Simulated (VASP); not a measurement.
Wanted: the native input for a VASP 6.6.1 run.

```
Task                   : single point
Functional             : r2SCAN
Potentials or basis    : VASP PAW PBE potentials, release 64 (Na_pv, Cl)
Cutoff                 : 520 eV
k mesh                 : 2 × 2 × 2
Occupations            : gaussian, width 0.01 eV
Spin                   : no spin polarisation
Dipole correction      : no
Further INCAR settings : ALGO = Normal; EDIFF = 1e-06; NBANDS = 22
```

Crystal: NaCl.

```
Na Cl
1.0
     4.72108    0.00000    0.00000
    -2.36054    4.08857    0.00000
     0.00000    0.00000    5.56948
Na Cl
2 2
Cartesian
  0.0000 2.7257 -0.3481
  2.3605 1.3629 2.4367
  0.0000 2.7257 2.4366
  2.3605 1.3629 5.2214
```

The cell was built by a generator and needn't be a form met in nature.

These files were run (other wordings do the same):

POSCAR

```
NaCl
1.0
    4.7210764991      0.0000000000      0.0000000000
   -2.3605382495      4.0885721814      0.0000000000
    0.0000000000      0.0000000000      5.5694844403
Na Cl
2 2
Direct
    0.3333333333      0.6666666667     -0.0624973265
    0.6666666667      0.3333333333      0.4375026735
    0.3333333333      0.6666666667      0.4374973265
    0.6666666667      0.3333333333      0.9374973265
```

INCAR.step1

```
PREC = Accurate
ENCUT = 520
ISMEAR = 0
SIGMA = 0.01
LREAL = False
LASPH = True
NELM = 60
NBANDS = 22
GGA = PE
ALGO = Normal
EDIFF = 1E-4
LWAVE = True
LCHARG = False
```

INCAR.step2

```
PREC = Accurate
ENCUT = 520
EDIFF = 1E-6
ISMEAR = 0
SIGMA = 0.01
LREAL = False
LASPH = True
NELM = 60
ALGO = Normal
ISIF = 2
LWAVE = False
LCHARG = False
METAGGA = R2SCAN
LMIXTAU = True
NBANDS = 22
ISTART = 1
```

KPOINTS

```
regular mesh
0
Gamma
  2 2 2
```

Potentials or basis: VASP PAW PBE potentials, release 64 (Na_pv, Cl).

The run is started by

```sh
$ cat potpaw_PBE.64/Na_pv/POTCAR potpaw_PBE.64/Cl/POTCAR > POTCAR
$ cp INCAR.step1 INCAR
$ mpirun -np 1 vasp_std > vasp.out
$ cp INCAR.step2 INCAR
$ mpirun -np 1 vasp_std > vasp.out
```

It gave:

```
Pressure               : -0.1 GPa
Largest force          : 0.011 eV/Å
Band gap on the k mesh : 5.47 eV, direct
```

Caveat: the k mesh is coarse (spacing up to 0.77 Å⁻¹), so the values aren't converged; the PAW data sets were made with another functional, which shifts forces and pressure a little.

Run time: 32 s on 1 thread of Intel(R) Xeon(R) Platinum 8559C (Emerald Rapids), with other jobs on the host, peak memory 0.22 GiB.
